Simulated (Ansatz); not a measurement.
Runs of Ansatz 0.2.0 on Bi. Symmetry: C2/m, No. 12, monoclinic system. The conventional cell has a = 6.977 Å, b = 6.265 Å, c = 3.359 Å, α = 90.00°, β = 112.04°, γ = 90.00°. Bi (site symmetry m) is surrounded by 6 Bi at 3.21 to 3.45 Å. This isn't the form of Bi at room conditions, which is rhombohedral.

| task | level | cell | gap on the mesh (eV) | pressure (GPa) | relaxed volume (Å³/atom) | largest force (eV/Å) |
| --- | --- | --- | --- | --- | --- | --- |
| relaxation of cell and atoms | HSE03 | relaxed | none | 0.0 | 33.42 | - |
| relaxation of cell and atoms | PBEsol0 | relaxed | none | 0.0 | 32.12 | - |
| single point | PBEsol0 | as given | none | -3.7 | - | (b) |
| single point | HF | as given | none | (a) | - | 1.17 |
| relaxation of cell and atoms | HSE06 | relaxed | none | 0.0 | 33.27 | - |

Alike in all rows: potentials or basis Ansatz PAW; no spin polarisation; k mesh 3 × 3 × 5; cutoff (eV) 420; smearing fermi-dirac 0.05 eV; the mesh is coarse, so values aren't converged.

Task: Fill in the values left out.

Result: (a) 0.7; (b) 0.44.

Caveats: all runs use coarse meshes; spin-orbit coupling is left out, which moves the levels of the heavy elements; the PAW data sets come from PBE, with cores solved anew for the run's functional, which leaves a small shift of forces and pressure; the plane-wave basis is chosen anew once the cell has moved, so the energies of steps on either side of that aren't comparable (some runs); the thresholds are loose for stress (some runs); forces of over 1 eV/Å show positions far from the minimum, so gaps and moduli don't describe the material at rest (some runs).

A k mesh can miss the band edges, and the runs leave out spin-orbit coupling on Bi.

A gap of «none» marks a metal or a gap under the smearing width.
